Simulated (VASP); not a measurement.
Output of a VASP run:

OSZICAR:
```
       N       E                     dE             d eps       ncg     rms          rms(c)
DAV:   1     0.858651091225E+02    0.85865E+02   -0.74983E+03  8120   0.121E+03
DAV:   2    -0.114352634599E+02   -0.97300E+02   -0.90306E+02  8272   0.255E+02
DAV:   3    -0.144314326288E+02   -0.29962E+01   -0.29044E+01  9208   0.550E+01
DAV:   4    -0.144698427947E+02   -0.38410E-01   -0.38387E-01  9362   0.547E+00
DAV:   5    -0.144709085295E+02   -0.10657E-02   -0.10657E-02  9500   0.962E-01    0.157E+01
DAV:   6    -0.158333568397E+02   -0.13624E+01   -0.13736E+01  8130   0.844E+01    0.186E+01
DAV:   7    -0.132704965081E+02    0.25629E+01   -0.10020E+01  9848   0.879E+01    0.787E+00
DAV:   8    -0.131003482285E+02    0.17015E+00   -0.51850E-01  9984   0.112E+01    0.266E+00
DAV:   9    -0.130921544232E+02    0.81938E-02   -0.44356E-02 11560   0.365E+00    0.100E+00
DAV:  10    -0.130924547593E+02   -0.30034E-03   -0.74569E-03 11294   0.124E+00    0.369E-01
DAV:  11    -0.130920064110E+02    0.44835E-03   -0.76881E-04 11166   0.407E-01    0.127E-01
DAV:  12    -0.130920232383E+02   -0.16827E-04   -0.23297E-04 10922   0.227E-01    0.699E-02
DAV:  13    -0.130920087886E+02    0.14450E-04   -0.20821E-05 11106   0.546E-02    0.300E-02
DAV:  14    -0.130920139718E+02   -0.51832E-05   -0.61049E-06  6854   0.373E-02    0.108E-02
DAV:  15    -0.130920145527E+02   -0.58082E-06   -0.24541E-06  4304   0.202E-02
   1 F= -.13092015E+02 E0= -.13092288E+02  d E =0.821097E-03  mag=     1.0000
```

File OUTCAR:
```
------------------------ aborting loop because EDIFF is reached ----------------------------------------
  FORCE on cell =-STRESS in cart. coord.  units (eV):
  Direction    XX          YY          ZZ          XY          YZ          ZX
  --------------------------------------------------------------------------------------
  Total       -0.6695241     -0.6695241     -0.9916403      0.0000000      0.0000000     -0.0000000
  in kB      -40.0654945    -40.0654945    -59.3414950      0.0000000      0.0000000     -0.0000000
  external PRESSURE =     -46.4908280 kB  Pullay stress =       0.0000000 kB
  volume of cell :       26.77
      direct lattice vectors                 reciprocal lattice vectors
     2.690000000  0.000000000  0.000000000     0.371747212  0.000000000  0.000000000
     0.000000000  2.690000000  0.000000000     0.000000000  0.371747212  0.000000000
     0.000000000  0.000000000  3.700000000     0.000000000  0.000000000  0.270270270
 POSITION                                       TOTAL-FORCE (eV/Angst)
 -----------------------------------------------------------------------------------
      0.00000      0.00000      0.00000         0.000000      0.000000      0.000000
      1.34500      1.34500      1.85000         0.000000      0.000000      0.000000
 -----------------------------------------------------------------------------------
    total drift:                                0.000000     -0.000000     -0.000000
  FREE ENERGIE OF THE ION-ELECTRON SYSTEM (eV)
  ---------------------------------------------------
  free  energy   TOTEN  =       -13.0920145527 eV

  energy  without entropy=      -13.0928356494  energy(sigma->0) =      -13.09228825

 total charge

# of ion       s       p       d       tot
------------------------------------------
    1        0.401   0.429   7.267   8.097
    2        0.712   0.668   7.992   9.372
--------------------------------------------------
tot          1.114   1.097  15.259  17.469

 magnetization (x)

# of ion       s       p       d       tot
------------------------------------------
    1       -0.004  -0.011   0.991   0.976
    2       -0.013  -0.040   0.095   0.043
--------------------------------------------------
tot         -0.017  -0.051   1.086   1.019
```
(Selected blocks of OUTCAR.)

POSCAR:
```
CoPt
1
    2.6900000000     0.0000000000     0.0000000000
    0.0000000000     2.6900000000     0.0000000000
    0.0000000000     0.0000000000     3.7000000000
Co Pt
1 1
Direct
  0.0000000000   0.0000000000   0.0000000000
  0.5000000000   0.5000000000   0.5000000000
```

### Question
Write an INCAR and KPOINTS that could have produced this output.

### Answer
This is not unique; one that fits is the input of the run itself, PBE GGA, plane waves, VASP's PBE PAW potentials (set 64).

**INCAR**
```
ALGO  =  Normal   ! blocked Davidson
ISMEAR  =  1   ! Methfessel-Paxton
SYSTEM  =  CoPt
MAGMOM  =  2.0 0.0
LMAXMIX  =  6   ! l cut-off of mixed one-centre charges
LCHARG  =  F
LREAL  =  F
LORBIT  =  10
EDIFF  =  1E-6
ENCUT  =  400   ! plane-wave cut-off (eV)
ISIF  =  2   ! forces and stress, cell fixed
PREC  =  Accurate
LASPH  =  T   ! aspherical one-centre terms
ISPIN  =  2   ! spin-polarised
SIGMA  =  0.1   ! width (eV)
GGA  =  PE   ! PBE
NELM  =  100   ! most electronic steps
LWAVE  =  F
NUPDOWN  =  1
```

### KPOINTS
```
Automatic mesh
0
Gamma
12 12 9
0 0 0
```

POTCAR, in this order: Co Pt (PBE.64 set). Program: vasp_std.

The compound is CoPt in the L1_0 structure. The cell was not relaxed at this level. The run is one of a series of settings (NUPDOWN = 1 against the base run), some of them coarse on purpose.
